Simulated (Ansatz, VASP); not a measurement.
**One calculation of KBr, two programs**

File INCAR:

```
PREC = Accurate
ENCUT = 520
EDIFF = 1E-7
ISMEAR = 0
SIGMA = 0.02
LREAL = False
LASPH = True
NELM = 80
ALGO = Normal
ISIF = 2
LWAVE = False
LCHARG = False
GGA = PE
NBANDS = 15
```

Contents of KPOINTS:

```
regular mesh
0
Gamma
  6 6 6
```

Contents of POSCAR:

```
KBr
1.0
    0.0000000000      3.3504481918      3.3504481918
    3.3504481918      0.0000000000      3.3504481918
    3.3504481918      3.3504481918      0.0000000000
K Br
1 1
Direct
    0.0000000000      0.0000000000      0.0000000000
    0.5000000000      0.5000000000      0.5000000000
```

Input for Ansatz:

```yaml
crystal:
  lattice:
    - [0.0, 3.3504481918, 3.3504481918]
    - [3.3504481918, 0.0, 3.3504481918]
    - [3.3504481918, 3.3504481918, 0.0]
  atoms:
    - { symbol: K, position: [0.0, 0.0, 0.0] }
    - { symbol: Br, position: [0.5, 0.5, 0.5] }
basis:
  ecutwfc: 420
kpoints:
  mp_grid: { grid: [6, 6, 6] }
  band_path: { path: [VBM, CBM], npoints: 2 }
hamiltonian:
  xc: pbe
scf:
  occupations: { method: gaussian, width: 0.02 }
output:
  forces: false
  stress: false
  eigenvalues: true
checkpoint:
  read: start.run
  write: ck
  compress: false
  write_wavefunctions: false
  write_every: 100000
```

Alike in both runs: task single point; functional PBE; k mesh 6 × 6 × 6; occupations gaussian, width 0.02 eV; no spin polarisation.

```csv
,VASP,Ansatz
version,VASP 6.6.1,Ansatz 0.2.0
potentials or method,"VASP PAW PBE potentials, release 64 (K_sv, Br)","scalar-relativistic, plane waves, PAW"
plane-wave cutoff (eV),520,420
valence electrons in the cell,16,16
```

Ansatz gave:

| Quantity | Value |
| --- | --- |
| gap on the k mesh at the Fermi level (eV) | 4.32 |
| least direct gap on the mesh (eV) | 4.32 |

Problem. What did VASP give for the same quantities?

Solution. gap on the k mesh at the Fermi level (eV): 4.31; least direct gap on the mesh (eV): 4.31.

Expect the measured gap to be larger: semilocal functionals such as PBE lack the derivative discontinuity.
